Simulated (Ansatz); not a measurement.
Input of an Ansatz 0.2.0 run:

File input.yaml:

```yaml
crystal:
  lattice:
    - [2.7393552909, 0.0, 0.0]
    - [-1.3696776454, 2.3723512719, 0.0]
    - [0.0, 0.0, 8.76968444]
  atoms:
    - { symbol: Tc, position: [0.650333, 0.326686, 0.753402] }
    - { symbol: Tc, position: [0.006717, -0.001187, 0.502954] }
    - { symbol: Tc, position: [0.34329, 0.676643, 0.243312] }
    - { symbol: Tc, position: [0.003102, 0.001642, -0.001552] }
kpoints:
  mp_grid: { grid: [11, 11, 3] }
scf:
  occupations: { method: fermi_dirac, width: 0.05 }
hamiltonian:
  xc: pbesol
  pseudopotentials: { kind: all_electron, lapw: { basis_error: 0.001 } }
output:
  forces: true
  stress: true
  eigenvalues: true
  populations: true
```

Potentials or basis: all-electron LAPW, scalar-relativistic.

The run is started by

```sh
$ ansatz run input.yaml --threads 2 --pin off --max-ram 8192MiB --backend cpu --events-out ev --progress --plain --runs-dir out
```

Q: Estimate the pressure.

A: -4.8 GPa.

Q: Predict the largest force.

A: 0.770 eV/Å.

Forces in eV/Å, atoms in the order of the input:
```
Tc   0.195  0.076 -0.741
Tc  -0.120  0.009 -0.261
Tc  -0.033 -0.093  0.694
Tc  -0.043  0.008  0.308
```
